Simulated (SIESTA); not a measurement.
InSe:

```
In Se
1.0
     2.00000    1.15470    8.44000
    -2.00000    1.15470    8.44000
     0.00000   -2.30940    8.44000
In Se
2 2
Direct
  0.88860 0.88860 0.88860
  0.00000 0.00000 0.00000
  0.17190 0.17190 0.17190
  0.38350 0.38350 0.38350
```

```yaml
Program: SIESTA 5.4.2
Task: single point
Functional: PBE
Potentials_or_basis: PseudoDojo 0.4 standard (PBE files)
Basis: DZP (energy shift 0.003 Ry; two zetas on semicore shells)
Grid_cutoff: 500 Ry
Energy_shift: 0.003 Ry
k_mesh: 8 × 8 × 8
Occupations: fermi-dirac, width 0.05 eV
Spin: no spin polarisation
```

On this cell: pressure 3.6 GPa; largest force 0.604 eV/Å; band gap on the k mesh 0.43 eV, direct.

The same run follows on a disturbed copy (atoms moved at random, drawn with an rms of 0.05 Å):

```xyz
4
Lattice="2.0000 1.1547 8.4400 -2.0000 1.1547 8.4400 0.0000 -2.3094 8.4400" Properties=species:S:1:pos:R:3 pbc="T T T"
In    0.0378    0.0269   22.5173
In   -0.0315   -0.0640   -0.0407
Se   -0.0222   -0.0344    4.3095
Se    0.0283   -0.0169    9.6728
```

Q: What changes?

A: The energy moves by +4.6 meV/atom; pressure 3.4 GPa; largest force 0.689 eV/Å; band gap on the k mesh 0.52 eV, direct.

Forces on the atoms (eV/Å):
```
In  -0.254 -0.313 -0.046
In   0.386  0.282 -0.298
Se   0.266  0.310 -0.146
Se  -0.398 -0.279  0.489
```

Stress tensor (GPa, compression positive):
```
 3.50  0.16 -1.15
 0.16  3.54 -1.01
-1.15 -1.01  3.13
```

Caveats: spin-orbit coupling is left out, which moves the levels of the heavy elements; the basis of atomic orbitals isn't converged, which shifts pressures, moduli and gaps.

A k mesh can miss the band edges.
